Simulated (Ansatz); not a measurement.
Effect of P → Sb on AlP

The reference is AlP in the zinc blende structure (space group F-43m, No. 216; a = 5.471 Å).

Perturbation: every P is replaced by Sb; the structure is relaxed again.

All numbers come from Kohn–Sham DFT with the PBEsol functional, run in Ansatz (a program for electronic structure) with PAW and 420 eV plane waves, no spin-orbit coupling. k-mesh 13×13×13 (Γ-centred); smearing 0.05 eV (Fermi–Dirac), for the changed cell.

The lattice parameter a rises by 0.6868 Å to 6.157 Å and the space group is still F-43m (No. 216). The band gap drops by 0.31 eV to 1.14 eV and the smallest direct gap shrinks by 1.68 eV, from 3.15 eV to 1.47 eV. The width of the top valence band falls by 0.11 eV (2.84 eV → 2.73 eV) and the electron mass changes from 0.77 mₑ along k, 0.24 mₑ across (at X) to 2.8 mₑ along k, 0.22 mₑ across (off the special points). The hole mass (degenerate bands, along [100]) goes from 0.19, 0.54, 0.54 mₑ (at Γ) to 0.086, 0.35, 0.35 mₑ (at Γ).

Spin-orbit coupling, missing from the scalar runs, can matter with Sb. Effective masses come from finite differences of ±0.01 Å⁻¹. Along k means along the line from Γ to the band edge. Whether these cells are dynamically stable was not tested.
